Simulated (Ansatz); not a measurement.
# Indium, omega (AlB2-type) under RPBE: ground state and equation of state

Aim: take indium in the omega (AlB2-type) structure, relax it, solve it on a dense k-mesh, then scale the cell to 7 volumes from 88 to 112 % of the relaxed one and try a fit of the equation of state. Spin polarisation is left out. The k-meshes are 7×7×10 for the relaxation; 9×9×12 for the dense run; 8×8×11 for the volumes.

Computed with Ansatz 0.2.0 (DFT RPBE, plane waves (420 eV) with PAW, scalar-relativistic; PAW files made under PBE, frozen cores solved again for the functional, unless a step says otherwise).

**1. The starting structure**

It takes space group P6/mmm (No. 191, hexagonal). The conventional cell has a = 5.286 Å, b = 5.286 Å, c = 3.241 Å, α = 90.00°, β = 90.00°, γ = 120.00°. In (site symmetry 6/mmm) has 14 In at 3.24 to 3.46 Å as nearest neighbours. In (site symmetry -6m2) has 11 In at 3.05 to 3.46 Å as nearest neighbours.

Structure file:

```
In
1.0
     5.28646    0.00000    0.00000
    -2.64323    4.57821    0.00000
     0.00000    0.00000    3.24060
In
3
Direct
  0.00000 0.00000 0.00000
  0.33333 0.66667 0.50000
  0.66667 0.33333 0.50000
```

**2. Relaxing cell and atoms**

The input, input.yaml:

```yaml
crystal:
  lattice:
    - [5.2864609513, 0.0, 0.0]
    - [-2.6432304757, 4.57820948, 0.0]
    - [0.0, 0.0, 3.2406005632]
  atoms:
    - { symbol: In, position: [0.0, 0.0, 0.0] }
    - { symbol: In, position: [0.3333333333, 0.6666666667, 0.5] }
    - { symbol: In, position: [0.6666666667, 0.3333333333, 0.5] }
hamiltonian:
  xc: rpbe
  pseudopotentials:
    kind: paw
    azcp:
      In: "pseudopotentials/In.paw.azcp"
basis:
  ecutwfc: 420
  fft_grid_basis: typed
kpoints:
  mp_grid: { grid: [7, 7, 10], shift: [0, 0, 0] }
magnetization:
  spin_polarized: false
scf:
  occupations: { method: fermi_dirac, width: 0.1 }
relax:
  max_steps: 60
  f_tol: 0.01
  cell: {}
output:
  write_density: true
  write_potential: true
  elf: true
  volumetric_format: npy
```

The runs that follow: The energy on a finer k-mesh; At 88 % of the relaxed volume; At 92 % of the relaxed volume; At 96 % of the relaxed volume; At 100 % of the relaxed volume; At 104 % of the relaxed volume; At 108 % of the relaxed volume; At 112 % of the relaxed volume.

**Question.** What will these runs give? Wanted: space group; conventional cell; volume; shortest distance; gap on the mesh; relative to body-centred tetragonal; V₀, B₀, B₀′.

The runs gave:

| quantity | value |
| --- | --- |
| space group (spins left aside) | P6/mmm (No. 191) |
| conventional cell | a = 5.465 Å, c = 3.395 Å (c/a = 0.621) |
| volume | 29.273 Å³/atom |
| shortest distance | 3.155 Å |
| gap on the mesh | none (levels filled in part) |
| relative to body-centred tetragonal | +25 meV/atom |
| V₀, B₀, B₀′ | 29.373 Å³/atom, 28 GPa, 5.3 |

The relaxation enlarged the cell by 12.0 % in volume. It lies 25 meV/atom above the element's reference form at the same level (body-centred tetragonal, from a run of its own). Levels at the Fermi energy are filled in part, as in a metal. The fitted modulus is 28 GPa; letting shape and positions relax at each volume could only lower it. The symmetry was held, so the structure may be unstable against distortions that break it.
